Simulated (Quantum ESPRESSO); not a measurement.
NbP:

```
CELL_PARAMETERS angstrom
-1.67492 1.67492 5.74011
1.67492 -1.67492 5.74011
1.67492 1.67492 -5.74011
ATOMIC_POSITIONS crystal
Nb 0.24988 0.74988 0.50000
Nb 0.49988 0.49988 0.00000
P 0.83275 0.33275 0.50000
P 0.08275 0.08275 0.00000
```

The cell is a database's computed one.

| Property | Result |
| --- | --- |
| Program | Quantum ESPRESSO 7.5 |
| Task | single point |
| Functional | PBE |
| Potentials or basis | SSSP 1.3 efficiency PBE |
| Cutoff | 748 eV |
| Density cutoff | 5987 eV |
| k mesh | 11 × 11 × 11 |
| Occupations | fermi-dirac, width 0.05 eV |
| Spin | no spin polarisation |

On this cell: pressure -1.0 GPa; largest force 0.016 eV/Å; band gap on the k mesh none (metal or under the smearing width).

The same run follows on a disturbed copy (atoms moved at random, drawn with an rms of 0.05 Å):

```
Nb P
1.0
    -1.67492    1.67492    5.74011
     1.67492   -1.67492    5.74011
     1.67492    1.67492   -5.74011
Nb P
2 2
Direct
  0.25356 0.73558 0.47828
  0.49819 0.49312 0.98852
  0.84694 0.31408 0.49538
  0.06652 0.07829 0.98995
```

Problem. What does the disturbed cell give?

Solution. The energy (extrapolated to zero smearing) moves by +28.0 meV/atom; pressure -0.4 GPa; largest force 1.276 eV/Å; band gap on the k mesh none (metal or under the smearing width).

Forces on the atoms (eV/Å):
```
Nb   0.284  0.394 -1.123
Nb   0.134 -0.030 -0.276
P    0.049 -0.695  0.259
P   -0.467  0.331  1.140
```

Stress tensor (GPa, compression positive):
```
 0.16 -0.03  0.09
-0.03  1.37  0.22
 0.09  0.22 -2.80
```
